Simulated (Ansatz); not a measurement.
## BN: 11B NMR of the central transition

Cell: a structure deposited in the COD, ions relaxed with PBE at fixed cell.

```
B N
1.0
     2.54000    0.00000    0.00000
    -1.27000    2.19970    0.00000
     0.00000    0.00000    6.59800
B N
2 2
Direct
  0.33333 0.66667 0.25000
  0.66667 0.33333 0.75000
  0.33333 0.66667 0.75000
  0.66667 0.33333 0.25000
```

Atom numbers follow the list; atoms alike are taken as one site, whose name carries the number of the first.

Method: Kohn–Sham DFT in Ansatz, PBEsol, plane waves and PAW, scalar-relativistic, 420 eV cutoff, Γ-centred 13×13×5 k-points, Fermi–Dirac smearing 0.02 eV.

11B has I = 3/2 and Q = 40.59 mb (Pyykkö 2018); at 11.7 T its Larmor frequency is ν₀ = 159.9 MHz. Only the quadrupole interaction is simulated: positions count from each site's isotropic chemical shift, and J coupling is left out, as are shift anisotropy and dipolar coupling, which fast spinning averages.

Simulated pattern of one B site (fast magic-angle spinning, Gaussian broadening 0.1 kHz):

```json
{"offset (kHz)": "-2.904", "height": "0"}
{"offset (kHz)": "-2.836", "height": "0"}
{"offset (kHz)": "-2.768", "height": "3"}
{"offset (kHz)": "-2.699", "height": "5"}
{"offset (kHz)": "-2.631", "height": "5"}
{"offset (kHz)": "-2.563", "height": "5"}
{"offset (kHz)": "-2.495", "height": "5"}
{"offset (kHz)": "-2.427", "height": "5"}
{"offset (kHz)": "-2.358", "height": "5"}
{"offset (kHz)": "-2.290", "height": "5"}
{"offset (kHz)": "-2.222", "height": "5"}
{"offset (kHz)": "-2.154", "height": "6"}
{"offset (kHz)": "-2.086", "height": "6"}
{"offset (kHz)": "-2.017", "height": "6"}
{"offset (kHz)": "-1.949", "height": "6"}
{"offset (kHz)": "-1.881", "height": "6"}
{"offset (kHz)": "-1.813", "height": "17"}
{"offset (kHz)": "-1.744", "height": "65"}
{"offset (kHz)": "-1.676", "height": "74"}
{"offset (kHz)": "-1.608", "height": "53"}
{"offset (kHz)": "-1.540", "height": "44"}
{"offset (kHz)": "-1.472", "height": "40"}
{"offset (kHz)": "-1.403", "height": "37"}
{"offset (kHz)": "-1.335", "height": "35"}
{"offset (kHz)": "-1.267", "height": "35"}
{"offset (kHz)": "-1.199", "height": "34"}
{"offset (kHz)": "-1.131", "height": "34"}
{"offset (kHz)": "-1.062", "height": "34"}
{"offset (kHz)": "-0.994", "height": "35"}
{"offset (kHz)": "-0.926", "height": "36"}
{"offset (kHz)": "-0.858", "height": "37"}
{"offset (kHz)": "-0.789", "height": "39"}
{"offset (kHz)": "-0.721", "height": "42"}
{"offset (kHz)": "-0.653", "height": "46"}
{"offset (kHz)": "-0.585", "height": "54"}
{"offset (kHz)": "-0.517", "height": "70"}
{"offset (kHz)": "-0.448", "height": "100"}
{"offset (kHz)": "-0.380", "height": "68"}
{"offset (kHz)": "-0.312", "height": "9"}
{"offset (kHz)": "-0.244", "height": "0"}
```

(1) Which |C_Q| and η does the pattern imply?

## Answers

(1) The pattern spans 2.39 kHz before broadening and its centre of gravity is at -1.11 kHz, which fixes P_Q; the places of the horns and steps fix η. That gives P_Q = 2.67 MHz, |C_Q| = 2.67 MHz and η = 0.00. The sign of C_Q can't be read from the pattern.

An axis of threefold or higher order runs through B, so V_zz lies along it and η is zero.

At this cell the PBEsol pressure is -9 GPa (principal stresses up to 14 GPa in size), so it isn't the equilibrium cell of PBEsol.

Hardware: 1 thread of Intel Xeon Platinum 8488C (Sapphire Rapids) (x86_64; 16 cores open to the job, memory cap 3.0 GiB, no GPU), a shared host with a load of 0.2 a core. Wall time 2.1 s, CPU time 2 s, peak memory 0.39 GiB.
